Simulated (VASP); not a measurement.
PbO2, 6 atoms in the cell. The structure is tetragonal, space group P4_2/mnm (No. 136). The conventional cell has a = 4.995 Å, b = 4.995 Å, c = 3.409 Å, α = 90.00°, β = 90.00°, γ = 90.00°. Pb (site symmetry mmm) has 6 O at 2.17 to 2.18 Å as nearest neighbours. O (site symmetry m2m) has 3 Pb at 2.17 to 2.18 Å as nearest neighbours. The cell is a database's computed one.

```yaml
Program: VASP 6.6.1
Task: band structure
Functional: LDA
Potentials_or_basis: VASP PAW LDA potentials, release 64 (Pb_d, O)
Cutoff: 520 eV
k_mesh: 6 × 6 × 8
Occupations: fermi-dirac, width 0.05 eV
Spin: no spin polarisation
Further_INCAR_settings: ALGO = Normal; EDIFF = 1e-07; NBANDS = 35
```

Potentials or basis: VASP PAW LDA potentials, release 64 (Pb_d, O).

Launch:

```bash
$ cat potpaw_LDA.64/Pb_d/POTCAR potpaw_LDA.64/O/POTCAR > POTCAR
$ cp INCAR.step1 INCAR
$ cp KPOINTS.step1 KPOINTS
$ mpirun -np 1 vasp_std > vasp.out
$ cp INCAR.step2 INCAR
$ cp KPOINTS.step2 KPOINTS
$ mpirun -np 1 vasp_std > vasp.out
```

Hardware: 1 thread of Intel(R) Xeon(R) Platinum 8259CL CPU @ 2.50GHz (Skylake/Cascade Lake), on a shared host.

Q: How long does it take, and how much memory?

A: It took 4.8 min on 1 thread of Intel(R) Xeon(R) Platinum 8259CL CPU @ 2.50GHz (Skylake/Cascade Lake), on a shared host, peak memory 0.39 GiB. Counts: scf iterations 9, k points 135.
